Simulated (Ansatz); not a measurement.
Crystal: Zr.

```
Zr
1.0
     3.23200    0.00000    0.00000
    -1.61600    2.79899    0.00000
     0.00000    0.00000    5.14700
Zr
2
Direct
  0.66667 0.33333 0.75000
  0.33333 0.66667 0.25000
```

```yaml
Program: Ansatz 0.2.0
Task: relaxation of cell and atoms
Functional: RPBE
Potentials_or_basis: Ansatz PAW
Cutoff: "420 eV (not typed: the program's choice for these potentials)"
k_mesh: 9 × 9 × 5
Occupations: fermi-dirac, width 0.05 eV
Spin: no spin polarisation
```

At the start: volume 23.28 Å³/atom.

**Question.** How do energy, volume and symmetry change on relaxing?

**Answer.** It ends after 4 steps and the volume is 23.95 Å³/atom (+2.9 %); space group P6_3/mmc (No. 194, to 0.05 Å).

The path:
| step | energy change (eV) | largest force (eV/Å) | volume (Å³) |
| --- | --- | --- | --- |
| 1 | 0.0000 | 0.0000 | 46.56 |
| 2 | -0.0115 | 0.0000 | 47.89 |
| 3 | -0.0115 | 0.0000 | 47.90 |
| 4 | -0.0117 | 0.0000 | 47.90 |

Final structure:
```yaml
crystal:
  lattice:
    - [3.25642, 0.00000, 0.00000]
    - [-1.62821, 2.82014, 0.00000]
    - [0.00000, 0.00000, 5.21618]
  atoms:
    - { symbol: Zr, position: [0.66667, 0.33333, 0.75000] }
    - { symbol: Zr, position: [0.33333, 0.66667, 0.25000] }
```

Caveat: the plane-wave basis is chosen anew once the cell has moved, so the energies of steps on either side of that aren't comparable; the PAW data sets come from PBE, with cores solved anew for the run's functional, which leaves a small shift of forces and pressure.
